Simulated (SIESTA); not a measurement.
# Pb under changes of volume

One of the cells (40.672 Å³/atom); the others are scaled copies at fixed shape and fractional positions:

```
Pb
1.0
     0.00000    3.43900    3.43900
     3.43900    0.00000    3.43900
     3.43900    3.43900    0.00000
Pb
2
Cartesian
  1.7195 1.7195 1.7195
  0.0000 0.0000 0.0000
```

This isn't the form of Pb at room conditions, which is fcc.

| Property | Result |
| --- | --- |
| Program | SIESTA 5.4.2 |
| Functional | LDA |
| Potentials or basis | PseudoDojo 0.4 standard (LDA files) |
| Basis | DZP (energy shift 0.003 Ry; two zetas on semicore shells) |
| Grid cutoff | 500 Ry |
| Energy shift | 0.003 Ry |
| k mesh | 7 × 7 × 7 |
| Occupations | fermi-dirac, width 0.05 eV |
| Spin | no spin polarisation |

| volume (Å³/atom) | energy over the lowest point (meV/atom) | pressure (GPa) |
| --- | --- | --- |
| 38.232 | 10.98 | 2.0 |
| 39.045 | 3.40 | 1.1 |
| 39.859 | 0.00 | 0.3 |
| 40.672 | 0.30 | -0.4 |
| 41.486 | 3.92 | -1.0 |
| 42.299 | ? | ? |
| 43.112 | 19.46 | -2.0 |

Task: What does the run at 42.299 Å³/atom give?

Result: Energy over the lowest point 10.40 meV/atom; pressure -1.5 GPa.

Worked out: A Birch-Murnaghan fit of order 3 (a polynomial in V^(-2/3)) to the other rows has its minimum at 40.19 Å³/atom with B0 = V·E''(V) = 34 GPa and B' = 5.1. It gives 10.41 meV/atom at 42.299 Å³/atom, against the run's 10.40, and -dE/dV = -1.5 GPa, against -1.5.

Energies are extrapolated to zero smearing.

Caveats: the basis of atomic orbitals isn't converged, which shifts pressures, moduli and gaps.
